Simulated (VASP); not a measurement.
Runs of VASP 6.6.1 on Cu. The cell holds a slab with vacuum, 9 atoms: a = 2.556 Å, b = 2.556 Å, c = 30.697 Å, α = 90.00°, β = 90.00°, γ = 60.00°. 

| level | potentials or basis | gap on the mesh (eV) | largest force (eV/Å) |
| --- | --- | --- | --- |
| LDA | VASP PAW LDA potentials, release 64 (Cu) | none | 0.49 |
| PBE | VASP PAW PBE potentials, release 64 (Cu) | none | 0.03 |
| PBEsol | VASP PAW PBE potentials, release 64 (Cu) | none | (a) |
| RPBE | VASP PAW PBE potentials, release 64 (Cu) | none | 0.18 |

Alike in all rows: task work function; no spin polarisation; cell as given; k mesh 12 × 12 × 1; cutoff (eV) 520; smearing gaussian 0.1 eV.

Task: Estimate the missing entries.

Result: (a) 0.28.

Caveats: the PAW data sets were made with another functional, which shifts forces and pressure a little (some runs).

A gap of «none» marks a metal or a gap under the smearing width.
